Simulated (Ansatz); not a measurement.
# ZnSe, zinc blende: band edges under a change of volume

How fast do the gaps move when the cell is scaled evenly?

Calculated with Ansatz 0.2.0, PBEsol, PAW files of the set soft_1, cutoff 600 eV, Fermi–Dirac smearing 0.02 eV, k-mesh 9×9×9, no spin polarisation, no spin-orbit coupling.

Reference cell, relaxed at zero pressure with PBEsol (F-43m): a = 3.9833 Å, b = 3.9833 Å, c = 3.9833 Å, α = 60.00°, β = 60.00°, γ = 60.00°.

```
atom       x       y       z
  Se  0.7500  0.7500  0.7500
  Zn  0.0000  0.0000  0.0000
```

Levels are read on the k-mesh and along lines from Γ to X = (0.5, 0, 0.5), L = (0.5, 0.5, 0.5), K = (0.375, 0.375, 0.75) and W = (0.5, 0.25, 0.75) in the reciprocal basis of this cell (the letters only name these points), and count from the highest filled level.

```csv
ln(V/V0),gap (eV),direct gap at Γ (eV)
−0.0619,1.488,1.488
−0.0408,1.401,1.401
−0.0202,1.317,1.317
0.0000,1.237,1.237
0.0392,1.084,1.084
0.0583,1.012,1.012
```

**Question.** Fit the direct gap at Γ and give it at ln(V/V0) = 0.0198, a row left out above.

A straight line through the 6 rows: the means are −0.004233 for ln(V/V0) and 1.2565 for the level, Σ(Δx)² = 0.01073 and ΣΔxΔy = −0.04246, so the slope is −0.04246/0.01073 = −3.9566 and the intercept 1.2565 − (−3.9566)(−0.004233) = 1.2398.

The slope is the volume deformation potential of this gap, −3.96 eV, as a mean over the range. The line gives 1.161 eV. The run itself gives 1.159 eV, so the estimate misses by 0.002 eV; the fitted rows themselves lie up to 0.003 eV off the law.

The gap is direct at Γ in every row. Semilocal functionals give gaps that are too small, and the error differs from valley to valley, so the order of close valleys can be wrong too. Spin-orbit coupling, left out here, splits the valence top by 0.1 eV or more with such elements and lowers the gap.

[Logs are printed without paths, hosts, clocks, repeated set-up lines and the standing remarks that a program may print on its own settings, such as how far it seeks lower states.]
